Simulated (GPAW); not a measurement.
# SiNi (Pmmn) in GPAW: a series of runs, part 2 of 2

GPAW 26.7.0.

### 3 RPA correlation energy, PBE, collinear spin, ferromagnetic start

Contents of run.py:

```python
import numpy as np
from ase.io import read
from ase.units import Bohr, Ha
from gpaw import GPAW, PW
from gpaw.hybrids.energy import non_self_consistent_energy
from gpaw.xc.rpa import RPACorrelation

atoms = read('SiNi.cif')
atoms.set_initial_magnetic_moments([2.0, 2.0, 0.0, 0.0])

for x in [1.0]:
    ecuts = np.array([96.0, 120.0, 150])
    a = atoms.copy()
    a.set_cell(atoms.cell * x**(1 / 3), scale_atoms=True)
    calc = GPAW(mode=PW(450),
                xc='PBE',
                kpts={'size': (3, 3, 2), 'gamma': True},
                occupations={'name': 'fermi-dirac', 'width': 0.05},
                setups={'Ni': '10'},
                nbands=-16,
                convergence={'density': 1e-06},
                symmetry={'point_group': False},
                maxiter=150,
                txt=f'gs-{x:.2f}.txt')
    a.calc = calc
    dft = a.get_potential_energy(force_consistent=True)
    calc.write(f'gs-{x:.2f}.gpw')
    exx = non_self_consistent_energy(calc, 'EXX').sum()
    calc.diagonalize_full_hamiltonian(nbands=int(a.get_volume() / Bohr**3 * (ecuts[-1] / Ha)**1.5 * 2**0.5 / 3 / np.pi**2 * 1.15) + 30)
    calc.write(f'full-{x:.2f}.gpw', mode='all')
    ec = RPACorrelation(f'full-{x:.2f}.gpw', ecut=ecuts, nfrequencies=12, skip_gamma=True, frequency_scale=2.5, txt=f'rpa-{x:.2f}.txt').calculate()
    slope, ec_inf = np.polyfit(ecuts**-1.5, ec, 1)
    print(f'V = {a.get_volume():.4f} A^3: DFT {dft:.5f}, EXX {exx:.5f}, correlation', *ec.round(5), f'extrapolated {ec_inf:.5f}, total {exx + ec_inf:.5f} eV', flush=True)
```

Contents of SiNi.cif:

```cif
data_SiNi
_cell_length_a 2.94277066
_cell_length_b 3.28032554
_cell_length_c 4.67744676
_cell_angle_alpha 90.00000000
_cell_angle_beta 90.00000000
_cell_angle_gamma 90.00000000
_space_group_name_H-M_alt 'P1'
_space_group_name_Hall 'P 1'
_space_group_IT_number 1
loop_
_space_group_symop_operation_xyz
'x,y,z'
loop_
_atom_site_label
_atom_site_type_symbol
_atom_site_symmetry_multiplicity
_atom_site_Wyckoff_symbol
_atom_site_fract_x
_atom_site_fract_y
_atom_site_fract_z
_atom_site_occupancy
Ni1 Ni 1 a 0.5000000000 0.5000000000 0.3424955900 1
Ni2 Ni 1 a 0.0000000000 0.0000000000 0.6575044100 1
Si1 Si 1 a 0.5000000000 0.5000000000 0.8431431600 1
Si2 Si 1 a 0.0000000000 0.0000000000 0.1568568400 1
```

Potentials or basis: GPAW PAW data sets (gpaw-data 1.2.1), other valence, pw.

Command:

```console
$ OMP_NUM_THREADS=1 python run.py
```

Standard output:

```text
Using integrator: PointIntegrator
FrequencyDescriptor(from 0.000+0.000j to 0.000+800.000j eV, 12 points)
Nonperiodic BCs:  [False False False]
Using integrator: PointIntegrator
FrequencyDescriptor(from 0.000+0.000j to 0.000+800.000j eV, 12 points)
Nonperiodic BCs:  [False False False]
Integrating chi0 body.

Symmetries of q_c:
    Direct symmetries (Uq -> q): 1
    Indirect symmetries (TUq -> q): 1
In total 2 allowed symmetries.

  ( 1  0  0)  (-1  0  0)
  ( 0  1  0)  ( 0 -1  0)
  ( 0  0  1)  ( 0  0 -1)

10 groups of equivalent kpoints. 44.44444444444444% reduction.

Integral kind: hermitian response function
Integrating chi0 body.

Symmetries of q_c:
    Direct symmetries (Uq -> q): 1
    Indirect symmetries (TUq -> q): 1
In total 2 allowed symmetries.

  ( 1  0  0)  (-1  0  0)
  ( 0  1  0)  ( 0 -1  0)
  ( 0  0  1)  ( 0  0 -1)

10 groups of equivalent kpoints. 44.44444444444444% reduction.

Integral kind: hermitian response function
Integrating chi0 body.

Symmetries of q_c:
    Direct symmetries (Uq -> q): 1
    Indirect symmetries (TUq -> q): 1
In total 2 allowed symmetries.

  ( 1  0  0)  (-1  0  0)
  ( 0  1  0)  ( 0 -1  0)
  ( 0  0  1)  ( 0  0 -1)

10 groups of equivalent kpoints. 44.44444444444444% reduction.

Integral kind: hermitian response function
Integrating chi0 body.

Symmetries of q_c:
    Direct symmetries (Uq -> q): 1
    Indirect symmetries (TUq -> q): 0
In total 1 allowed symmetries.

  ( 1  0  0)
  ( 0  1  0)
  ( 0  0  1)

18 groups of equivalent kpoints. 0.0% reduction.

Integral kind: hermitian response function
Integrating chi0 body.

Symmetries of q_c:
    Direct symmetries (Uq -> q): 1
    Indirect symmetries (TUq -> q): 0
In total 1 allowed symmetries.

  ( 1  0  0)
  ( 0  1  0)
  ( 0  0  1)

18 groups of equivalent kpoints. 0.0% reduction.

Integral kind: hermitian response function
Integrating chi0 body.

Symmetries of q_c:
    Direct symmetries (Uq -> q): 1
    Indirect symmetries (TUq -> q): 0
In total 1 allowed symmetries.

  ( 1  0  0)
  ( 0  1  0)
  ( 0  0  1)

18 groups of equivalent kpoints. 0.0% reduction.

Integral kind: hermitian response function
Integrating chi0 body.

Symmetries of q_c:
    Direct symmetries (Uq -> q): 1
    Indirect symmetries (TUq -> q): 0
In total 1 allowed symmetries.

  ( 1  0  0)
  ( 0  1  0)
  ( 0  0  1)

18 groups of equivalent kpoints. 0.0% reduction.

Integral kind: hermitian response function
Integrating chi0 body.

Symmetries of q_c:
    Direct symmetries (Uq -> q): 1
    Indirect symmetries (TUq -> q): 0
In total 1 allowed symmetries.

  ( 1  0  0)
  ( 0  1  0)
  ( 0  0  1)

18 groups of equivalent kpoints. 0.0% reduction.

Integral kind: hermitian response function
Integrating chi0 body.

Symmetries of q_c:
    Direct symmetries (Uq -> q): 1
    Indirect symmetries (TUq -> q): 0
In total 1 allowed symmetries.

  ( 1  0  0)
  ( 0  1  0)
  ( 0  0  1)

18 groups of equivalent kpoints. 0.0% reduction.

Integral kind: hermitian response function
Integrating chi0 body.

Symmetries of q_c:
    Direct symmetries (Uq -> q): 1
    Indirect symmetries (TUq -> q): 0
In total 1 allowed symmetries.

  ( 1  0  0)
  ( 0  1  0)
  ( 0  0  1)

18 groups of equivalent kpoints. 0.0% reduction.

Integral kind: hermitian response function
Integrating chi0 body.

Symmetries of q_c:
    Direct symmetries (Uq -> q): 1
    Indirect symmetries (TUq -> q): 0
In total 1 allowed symmetries.

  ( 1  0  0)
  ( 0  1  0)
  ( 0  0  1)

18 groups of equivalent kpoints. 0.0% reduction.

Integral kind: hermitian response function
Integrating chi0 body.

Symmetries of q_c:
    Direct symmetries (Uq -> q): 1
    Indirect symmetries (TUq -> q): 0
In total 1 allowed symmetries.

  ( 1  0  0)
  ( 0  1  0)
  ( 0  0  1)

18 groups of equivalent kpoints. 0.0% reduction.

Integral kind: hermitian response function
Integrating chi0 body.

Symmetries of q_c:
    Direct symmetries (Uq -> q): 1
    Indirect symmetries (TUq -> q): 0
In total 1 allowed symmetries.

  ( 1  0  0)
  ( 0  1  0)
  ( 0  0  1)

18 groups of equivalent kpoints. 0.0% reduction.

Integral kind: hermitian response function
Integrating chi0 body.

Symmetries of q_c:
    Direct symmetries (Uq -> q): 1
    Indirect symmetries (TUq -> q): 0
In total 1 allowed symmetries.

  ( 1  0  0)
  ( 0  1  0)
  ( 0  0  1)

18 groups of equivalent kpoints. 0.0% reduction.

Integral kind: hermitian response function
Integrating chi0 body.
[... 71 lines left out ...]
Symmetries of q_c:
    Direct symmetries (Uq -> q): 1
    Indirect symmetries (TUq -> q): 0
In total 1 allowed symmetries.

  ( 1  0  0)
  ( 0  1  0)
  ( 0  0  1)

18 groups of equivalent kpoints. 0.0% reduction.

Integral kind: hermitian response function
Integrating chi0 body.

Symmetries of q_c:
    Direct symmetries (Uq -> q): 1
    Indirect symmetries (TUq -> q): 0
In total 1 allowed symmetries.

  ( 1  0  0)
  ( 0  1  0)
  ( 0  0  1)

18 groups of equivalent kpoints. 0.0% reduction.

Integral kind: hermitian response function
Integrating chi0 body.

Symmetries of q_c:
    Direct symmetries (Uq -> q): 1
    Indirect symmetries (TUq -> q): 0
In total 1 allowed symmetries.

  ( 1  0  0)
  ( 0  1  0)
  ( 0  0  1)

18 groups of equivalent kpoints. 0.0% reduction.

Integral kind: hermitian response function
Integrating chi0 body.

Symmetries of q_c:
    Direct symmetries (Uq -> q): 1
    Indirect symmetries (TUq -> q): 0
In total 1 allowed symmetries.

  ( 1  0  0)
  ( 0  1  0)
  ( 0  0  1)

18 groups of equivalent kpoints. 0.0% reduction.

Integral kind: hermitian response function
Integrating chi0 body.

Symmetries of q_c:
    Direct symmetries (Uq -> q): 1
    Indirect symmetries (TUq -> q): 0
In total 1 allowed symmetries.

  ( 1  0  0)
  ( 0  1  0)
  ( 0  0  1)

18 groups of equivalent kpoints. 0.0% reduction.

Integral kind: hermitian response function
Integrating chi0 body.

Symmetries of q_c:
    Direct symmetries (Uq -> q): 1
    Indirect symmetries (TUq -> q): 0
In total 1 allowed symmetries.

  ( 1  0  0)
  ( 0  1  0)
  ( 0  0  1)

18 groups of equivalent kpoints. 0.0% reduction.

Integral kind: hermitian response function
Integrating chi0 body.

Symmetries of q_c:
    Direct symmetries (Uq -> q): 1
    Indirect symmetries (TUq -> q): 0
In total 1 allowed symmetries.

  ( 1  0  0)
  ( 0  1  0)
  ( 0  0  1)

18 groups of equivalent kpoints. 0.0% reduction.

Integral kind: hermitian response function
Integrating chi0 body.

Symmetries of q_c:
    Direct symmetries (Uq -> q): 1
    Indirect symmetries (TUq -> q): 0
In total 1 allowed symmetries.

  ( 1  0  0)
  ( 0  1  0)
  ( 0  0  1)

18 groups of equivalent kpoints. 0.0% reduction.

Integral kind: hermitian response function
```

rpa-1.00.txt:

```text
Non-self-consistent RPA correlation energy

Atoms                          : Ni2Si2
Ground state XC functional     : PBE
Valence electrons              : 28
Number of bands                : 246
Number of spins                : 2
Number of k-points             : 18
Number of irreducible k-points : 10
Number of irreducible q-points : 10

    q: [0.0000 0.0000 0.0000] - weight: 0.056
    q: [0.0000 0.0000 0.5000] - weight: 0.056
    q: [0.0000 0.3333 0.0000] - weight: 0.111
[... 94 lines left out ...]
# 9
q = [0.333 0.333 0.500]
E_cut = 96 eV / Bands = 96:
E_c(q) = -40.456 eV
E_cut = 120 eV / Bands = 132:
E_c(q) = -44.694 eV
E_cut = 150 eV / Bands = 194:
E_c(q) = -48.901 eV

==========================================================

Total correlation energy:
    96:   -39.3765 eV
   120:   -43.7911 eV
   150:   -47.1313 eV

Extrapolated energies:
    96 - 120:  -54.896 eV
   120 - 150:  -55.533 eV
```

Run time: 2.8 min. Hardware: 1 thread of AMD EPYC 7B13 (Zen 3), shared host; peak memory 0.37 GiB.

These settings aren't checked as converged: the numbers below hold their error.

Results:

```
Free energy                              : -26.1010 eV
Band gap on the k mesh, mean-field level : none (metal or under the smearing width)
Net moment                               : 0.00 μB per cell
```

Caveat: the k mesh is coarse (spacing up to 0.71 Å⁻¹), so the values aren't converged; the starting moments collapsed, and a magnetic state may lie lower; the response cutoff is short for absolute correlation energies; RPA of a metal hangs on this mesh.
